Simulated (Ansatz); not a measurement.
A calculation with Ansatz 0.2.0 of Cs (native input, structure typed inline):

input.yaml

```yaml
crystal:
  lattice:
    - [6.25693012, 0.0, 0.0]
    - [0.0, 6.25693012, 0.0]
    - [0.0, 0.0, 6.25693012]
  atoms:
    - { symbol: Cs, position: [0.0, 0.0, 0.0] }
    - { symbol: Cs, position: [0.5, 0.5, 0.5] }
hamiltonian:
  xc: blyp
  pseudopotentials: { kind: paw_fr }
magnetization:
  noncollinear: true
  spin_orbit: true
kpoints:
  mp_grid: { grid: [5, 5, 5] }
scf:
  occupations: { method: fermi_dirac, width: 0.025 }
output:
  forces: true
  stress: true
  eigenvalues: true
```

Potentials or basis: Ansatz PAW.

Launch:

```sh
$ ansatz run input.yaml --threads 2 --pin off --max-ram 5120MiB --backend cpu --events-out ev --progress --plain --runs-dir out
```

Write the same calculation in another form: ASE script, structure from a CIF.

As run:

The input run.py:

```python
import json

import ase.io
import numpy as np

import ansatz as az

atoms = ase.io.read("Cs.cif")
atoms.info.pop("occupancy", None)

calculation = (
    az.Crystal.from_ase(atoms)
    .calculation()
    .kpoints(5, 5, 5)
    .functional("blyp")
    .pseudopotentials(kind="paw_fr")
    .spin("noncollinear", soc=True)
    .occupations(method="fermi_dirac", width=0.025)
    .forces()
    .stress()
    .band_table(publish=True)
)
outcome = calculation.run(threads=2, events_out="events.jsonl")

report = outcome.report
for line in open("events.jsonl"):
    event = json.loads(line)
    if event["event"] == "scf_iter":
        d = event["data"]
        print(f"SCF {d['iter']:3d}  HF = {d['harris_foulkes_ev']:.6f} eV  dr2 = {d['dr2_ev']:.2e} eV")
    elif event["event"] in ("relax_step", "md_step"):
        d = event["data"]
        print(f"{event['event']} {d['step']:3d}  E = {d['lagrangian_ev']:.6f} eV")
np.set_printoptions(precision=5, suppress=True, linewidth=110)
print("converged:", report["converged"], "after", report["n_iterations"], "iterations")
print(f"free energy {report['free_energy_ev']:.6f} eV, Fermi level {report['fermi_energy_ev']:.4f} eV")
for key in ("band_edges_ev", "magnetization_mub", "site_moments_mub", "site_moments_nc_mub", "forces_ev_ang",
                "stress_gpa"):
    if report.get(key) is not None:
        print(key, np.array(report[key]), sep="\n")
```

Contents of Cs.cif:

```cif
data_Cs
_cell_length_a 6.25693012
_cell_length_b 6.25693012
_cell_length_c 6.25693012
_cell_angle_alpha 90.00000000
_cell_angle_beta 90.00000000
_cell_angle_gamma 90.00000000
_space_group_name_H-M_alt 'Im-3m'
_space_group_name_Hall '-I 4 2 3'
_space_group_IT_number 229
loop_
_space_group_symop_operation_xyz
'x,y,z'
'-x,-y,-z'
'-y,x,z'
'y,-x,-z'
'-x,-y,z'
'x,y,-z'
'y,-x,z'
'-y,x,-z'
'x,-y,-z'
'-x,y,z'
'-y,-x,-z'
'y,x,z'
'-x,y,-z'
'x,-y,z'
'y,x,-z'
'-y,-x,z'
'z,x,y'
'-z,-x,-y'
'z,-y,x'
'-z,y,-x'
'z,-x,-y'
'-z,x,y'
'z,y,-x'
'-z,-y,x'
'-z,x,-y'
'z,-x,y'
'-z,-y,-x'
'z,y,x'
'-z,-x,y'
'z,x,-y'
'-z,y,x'
'z,-y,-x'
'y,z,x'
'-y,-z,-x'
'x,z,-y'
'-x,-z,y'
'-y,z,-x'
'y,-z,x'
'-x,z,y'
'x,-z,-y'
'-y,-z,x'
'y,z,-x'
'-x,-z,-y'
'x,z,y'
'y,-z,-x'
'-y,z,x'
'x,-z,y'
'-x,z,-y'
'x+1/2,y+1/2,z+1/2'
'-x+1/2,-y+1/2,-z+1/2'
'-y+1/2,x+1/2,z+1/2'
'y+1/2,-x+1/2,-z+1/2'
'-x+1/2,-y+1/2,z+1/2'
'x+1/2,y+1/2,-z+1/2'
'y+1/2,-x+1/2,z+1/2'
'-y+1/2,x+1/2,-z+1/2'
'x+1/2,-y+1/2,-z+1/2'
'-x+1/2,y+1/2,z+1/2'
'-y+1/2,-x+1/2,-z+1/2'
'y+1/2,x+1/2,z+1/2'
'-x+1/2,y+1/2,-z+1/2'
'x+1/2,-y+1/2,z+1/2'
'y+1/2,x+1/2,-z+1/2'
'-y+1/2,-x+1/2,z+1/2'
'z+1/2,x+1/2,y+1/2'
'-z+1/2,-x+1/2,-y+1/2'
'z+1/2,-y+1/2,x+1/2'
'-z+1/2,y+1/2,-x+1/2'
'z+1/2,-x+1/2,-y+1/2'
'-z+1/2,x+1/2,y+1/2'
'z+1/2,y+1/2,-x+1/2'
'-z+1/2,-y+1/2,x+1/2'
'-z+1/2,x+1/2,-y+1/2'
'z+1/2,-x+1/2,y+1/2'
'-z+1/2,-y+1/2,-x+1/2'
'z+1/2,y+1/2,x+1/2'
'-z+1/2,-x+1/2,y+1/2'
'z+1/2,x+1/2,-y+1/2'
'-z+1/2,y+1/2,x+1/2'
'z+1/2,-y+1/2,-x+1/2'
'y+1/2,z+1/2,x+1/2'
'-y+1/2,-z+1/2,-x+1/2'
'x+1/2,z+1/2,-y+1/2'
'-x+1/2,-z+1/2,y+1/2'
'-y+1/2,z+1/2,-x+1/2'
'y+1/2,-z+1/2,x+1/2'
'-x+1/2,z+1/2,y+1/2'
'x+1/2,-z+1/2,-y+1/2'
'-y+1/2,-z+1/2,x+1/2'
'y+1/2,z+1/2,-x+1/2'
'-x+1/2,-z+1/2,-y+1/2'
'x+1/2,z+1/2,y+1/2'
'y+1/2,-z+1/2,-x+1/2'
'-y+1/2,z+1/2,x+1/2'
'x+1/2,-z+1/2,y+1/2'
'-x+1/2,z+1/2,-y+1/2'
loop_
_atom_site_label
_atom_site_type_symbol
_atom_site_symmetry_multiplicity
_atom_site_Wyckoff_symbol
_atom_site_fract_x
_atom_site_fract_y
_atom_site_fract_z
_atom_site_occupancy
Cs1 Cs 2 a 0.0000000000 0.0000000000 0.0000000000 1
```

Potentials or basis: Ansatz PAW.

Launch:

```sh
$ python run.py
```

Both were run:

|  | native input, structure typed inline | ASE script, structure from a CIF |
| --- | --- | --- |
| Pressure | 0.0 GPa | 0.0 GPa |
| Band gap on the k mesh | none (metal or under the smearing width) | none (metal or under the smearing width) |

Keys that steer only the numerical path or the files written may differ.

Caveat: the potentials were made for another functional, which shifts forces and pressure.
